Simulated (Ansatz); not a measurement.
# SnO2: from a first guess to the relaxed CdI2 type

First guess:

```xyz
3
Lattice="2.8956 0.0000 0.0000 -1.4478 2.5077 0.0000 0.0000 0.0000 4.6330" Properties=species:S:1:pos:R:3 pbc="T T T"
Sn    0.0000    0.0000    0.0000
O     0.0000    1.6718    1.1583
O     1.4478    0.8359    3.4748
```

Theory: DFT, PBE, PAW with Ansatz's default frozen-core files, scalar-relativistic (Ansatz 0.2.0).

Cell and atoms relax within the symmetry of the start on a 13×13×7 k mesh with 0.08 eV Fermi–Dirac smearing.

The start is built from a prototype, known or not as a phase of this compound; the cutoff is 420 eV.

Spin–orbit coupling is left out, though it moves levels of the heavy atoms by tenths of an eV or more.

(1) What is the pressure of the first guess?

(2) What does it relax to?

(3) How much energy does the relaxation release?

Results:

(1) 42.0 GPa.

(2) a = 3.228 Å, b = 3.228 Å, c = 5.492 Å, α = 90.00°, β = 90.00°, γ = 120.00° (conventional cell), 16.52 Å³ per atom:
Space group P-3m1 (No. 164). a = 3.228 Å, b = 3.228 Å, c = 5.492 Å, α = 90.00°, β = 90.00°, γ = 120.00°
| atom | site | symmetry | x | y | z |
| --- | --- | --- | --- | --- | --- |
| Sn | 1a | -3m. | 0.0000 | 0.0000 | 0.0000 |
| O | 2d | 3m. | 0.3333 | 0.6667 | 0.1842 |

(3) 446 meV/atom.
